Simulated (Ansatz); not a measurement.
Runs of Ansatz 0.2.0 on Ge. Symmetry: P6_3/mmc, No. 194, hexagonal system. The conventional cell has a = 3.998 Å, b = 3.998 Å, c = 6.599 Å, α = 90.00°, β = 90.00°, γ = 120.00°. Ge (site symmetry 3m) is surrounded by 4 Ge at 2.45 to 2.47 Å. This isn't the form of Ge at room conditions, which is diamond.

| task | level | cell | points for each segment of the path | gap on the mesh (eV) | pressure (GPa) | relaxed volume (Å³/atom) |
| --- | --- | --- | --- | --- | --- | --- |
| band structure | HSE06 | as given | 4 | 0.39 | 0.3 | - |
| relaxation of cell and atoms | HSE06 | relaxed | - | 0.35 | 0.0 | 22.94 |
| single point | PBE0 | as given | - | (c) | 0.1 | - |
| relaxation of cell and atoms | PBE0 | relaxed | - | (a) | 0.0 | (b) |

Alike in all rows: potentials or basis Ansatz PAW; no spin polarisation; k mesh 6 × 6 × 4; cutoff (eV) 420; smearing fermi-dirac 0.05 eV.

Task: Estimate the missing entries.

Result: (a) 0.96; (b) 22.86; (c) 0.99.

Caveats: the PAW data sets come from PBE, with cores solved anew for the run's functional, which leaves a small shift of forces and pressure; the thresholds are loose for stress (some runs); the plane-wave basis is chosen anew once the cell has moved, so the energies of steps on either side of that aren't comparable (some runs).

A k mesh can miss the band edges, and the runs leave out spin-orbit coupling on Ge.
